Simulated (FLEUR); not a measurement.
# MnS under changes of volume

One of the cells (17.667 Å³/atom); the others are scaled copies at fixed shape and fractional positions:

```
CELL_PARAMETERS angstrom
0.00000 2.60450 2.60450
2.60450 0.00000 2.60450
2.60450 2.60450 0.00000
ATOMIC_POSITIONS crystal
Mn 0.00000 0.00000 0.00000
S 0.50000 0.50000 0.50000
```

| Quantity | Value |
| --- | --- |
| Program | FLEUR MaX-R8.1 (later development tree) |
| Functional | RPBE |
| Potentials or basis | all-electron |
| Basis | FLAPW |
| Kmax | 4.73 1/bohr |
| k mesh | 9 × 9 × 9 |
| Occupations | fermi-dirac, width 0.05 eV |
| Spin | collinear spin, ferromagnetic start |
| Starting moments | [4.0, 0.0] μB |

```csv
volume (Å³/atom),energy over the lowest point (meV/atom),moment (μB per cell)
16.607,?,?
16.961,8.52,4.78
17.667,0.00,4.85
18.374,2.26,4.92
18.727,6.66,4.95
```

Q: What does the run at 16.607 Å³/atom give?

A: Energy over the lowest point 16.95 meV/atom; moment 4.73 μB per cell.

Worked out: A Birch-Murnaghan fit of order 2 (a polynomial in V^(-2/3)) to the other rows has its minimum at 17.86 Å³/atom with B0 = V·E''(V) = 58 GPa. It gives 17.49 meV/atom at 16.607 Å³/atom, against the run's 16.95. A straight line through the other rows of the moment, of slope 0.0969 μB per Å³/atom, extrapolates to 4.75 μB, against the run's 4.73.

Energies are extrapolated to zero smearing.

Caveats: a cell with one magnetic atom can't hold antiferromagnetic order, which such compounds often take.
